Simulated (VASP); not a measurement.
Set up this calculation in VASP 6.6.1, as the native input.

```
Task                               : single point
Functional                         : r2SCAN0
Potentials or basis                : VASP PAW PBE potentials, release 64 (Na_pv)
Cutoff                             : 520 eV
k mesh                             : 5 × 5 × 5
Occupations                        : fermi-dirac, width 0.1 eV
Spin                               : no spin polarisation
Dipole correction                  : no
Exchange at q = 0                  : truncated
Grid for exact exchange (PRECFOCK) : Normal
Further INCAR settings             : ALGO = Normal; EDIFF = 1e-06; NBANDS = 10
```

Crystal: Na.

```
Na
1.0
     3.41820    0.00000    0.00000
     0.00000    3.41820    0.00000
     0.00000    0.00000    3.41820
Na
1
Direct
  0.00000 0.00000 0.00000
```

This isn't the form of Na at room conditions, which is bcc.

One way to write it, as run:

POSCAR

```
Na
1.0
    3.4181960653      0.0000000000      0.0000000000
    0.0000000000      3.4181960653      0.0000000000
    0.0000000000      0.0000000000      3.4181960653
Na
1
Direct
    0.0000000000      0.0000000000      0.0000000000
```

INCAR.step1

```
SYSTEM = Na
ALGO = Normal
EDIFF = 1E-5
ENCUT = 520
GGA = PE
ISIF = 2
ISMEAR = -1
LASPH = .True.
LREAL = .False.
LWAVE = .True.
NBANDS = 10
NELM = 60
PREC = Accurate
SIGMA = 0.1
```

INCAR.step2

```
SYSTEM = Na
AEXX = 0.25
ALGO = Normal
EDIFF = 1E-6
ENCUT = 520
HFRCUT = -1
ISIF = 2
ISMEAR = -1
ISTART = 1
LASPH = .True.
LCHARG = .True.
LELF = .True.
LHFCALC = .True.
LMIXTAU = .True.
LREAL = .False.
LVHAR = .True.
LWAVE = .False.
METAGGA = R2SCAN
NBANDS = 10
NELM = 60
PREC = Accurate
PRECFOCK = Normal
SIGMA = 0.1
```

KPOINTS

```
k-points
0
Gamma
  5 5 5
  0 0 0
```

Potentials or basis: VASP PAW PBE potentials, release 64 (Na_pv).

Run with:

```console
$ cat potpaw_PBE.64/Na_pv/POTCAR > POTCAR
$ cp INCAR.step1 INCAR
$ mpirun -np 1 vasp_std > vasp.out
$ cp INCAR.step2 INCAR
$ mpirun -np 1 vasp_std > vasp.out
```

It gave:

```
Pressure               : 0.1 GPa
Band gap on the k mesh : none (metal or under the smearing width)
```

Caveat: the k mesh is coarse (spacing up to 0.37 Å⁻¹), so the values aren't converged, least of all with exact exchange; the PAW data sets were made with another functional, which shifts forces and pressure a little.

It took 110 s on 1 thread of Intel(R) Xeon(R) Platinum 8488C (Sapphire Rapids) (shared host), peak memory 0.16 GiB.
